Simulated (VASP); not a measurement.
Write the native input for VASP 6.6.1 that does the following.

```yaml
Task: single point
Functional: r2SCAN
Potentials_or_basis: VASP PAW PBE potentials, release 64 (Ru_pv, S)
Cutoff: 520 eV
k_mesh: 6 × 6 × 6
Occupations: gaussian, width 0.05 eV
Spin: collinear spin, ferromagnetic start
Starting_moments: "[1.0, 0.0] μB"
Hubbard_terms: Ru d U = 8 eV
Further_INCAR_settings: ALGO = Normal; EDIFF = 1e-07
```

The structure of RuS lies in POSCAR:

```
RuS
1.0
    0.0000000000      2.7642955000      2.7642955000
    2.7642955000      0.0000000000      2.7642955000
    2.7642955000      2.7642955000      0.0000000000
Ru S
1 1
Direct
    0.0000000000      0.0000000000      0.0000000000
    0.2500000000      0.2500000000      0.2500000000
```

The cell comes from a database or a generator and needn't be the stable form of this composition.

One way to write it, as run:

INCAR

```
SYSTEM = RuS
ALGO = Normal ; EDIFF = 1E-7
ENCUT = 520 ; ISIF = 2
ISMEAR = 0 ; ISPIN = 2
LASPH = .TRUE. ; LCHARG = .FALSE.
LDAU = .TRUE. ; LDAUJ = 0 0
LDAUL = 2 -1 ; LDAUPRINT = 1
LDAUTYPE = 2 ; LDAUU = 8 0
LMAXMIX = 4 ; LMIXTAU = .TRUE.
LORBIT = 11 ; LREAL = .FALSE.
LWAVE = .FALSE. ; MAGMOM = 1 0
METAGGA = R2SCAN ; NELM = 60
PREC = Accurate ; SIGMA = 0.05
```

KPOINTS

```
k-points
0
G
  6 6 6
  0 0 0
```

Potentials or basis: VASP PAW PBE potentials, release 64 (Ru_pv, S).

The run is started by

```console
$ cat potpaw_PBE.64/Ru_pv/POTCAR potpaw_PBE.64/S/POTCAR > POTCAR
$ mpirun -np 1 vasp_std > vasp.out
```

It gave:

```yaml
Pressure: 7.5 GPa
Band_gap_on_the_k_mesh: none (metal or under the smearing width)
Net_moment: 2.00 μB per cell
Site_moments: Ru +2.21; S -0.33 μB
Valence_electrons_inside_the_program's_atomic_spheres: Ru 12.58; S 3.73
```

Caveat: the PAW data sets were made with another functional, which shifts forces and pressure a little.

It took 5 min on 1 thread of AMD EPYC 7571 (shared host), peak memory 0.17 GiB.
